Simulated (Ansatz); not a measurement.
Sn:

```
Sn
1.0
     0.00000    3.23334    3.23334
     3.23334    0.00000    3.23334
     3.23334    3.23334    0.00000
Sn
2
Cartesian
  4.8500 4.8500 4.8500
  3.2333 3.2333 3.2333
```

This isn't the form of Sn at room conditions, which is tetragonal (white tin).

```yaml
Program: Ansatz 0.2.0
Task: relaxation of cell and atoms
Functional: PBE
Dispersion: D3(BJ)
Potentials_or_basis: Ansatz PAW
Cutoff: "420 eV (not typed: the program's choice for these potentials)"
k_mesh: 7 × 7 × 7
Occupations: fermi-dirac, width 0.05 eV
Spin: no spin polarisation
```

At the start: volume 33.80 Å³/atom.

Problem. How do energy, volume and symmetry change on relaxing?

Solution. It ends after 5 steps and the volume is 35.51 Å³/atom (+5.1 %); space group Fd-3m (No. 227, to 0.05 Å).

The path:
| step | energy change (eV) | largest force (eV/Å) | volume (Å³) |
| --- | --- | --- | --- |
| 1 | 0.0000 | 0.0000 | 67.61 |
| 2 | -0.0152 | 0.0000 | 73.02 |
| 3 | -0.0217 | 0.0000 | 71.26 |
| 4 | -0.0218 | 0.0000 | 71.03 |
| 5 | -0.0224 | 0.0000 | 71.03 |

Final structure:
```
CELL_PARAMETERS angstrom
0.00000 3.28700 3.28700
3.28700 0.00000 3.28700
3.28700 3.28700 0.00000
ATOMIC_POSITIONS crystal
Sn 0.75000 0.75000 0.75000
Sn 0.50000 0.50000 0.50000
```

Caveat: the plane-wave basis is chosen anew once the cell has moved, so the energies of steps on either side of that aren't comparable.
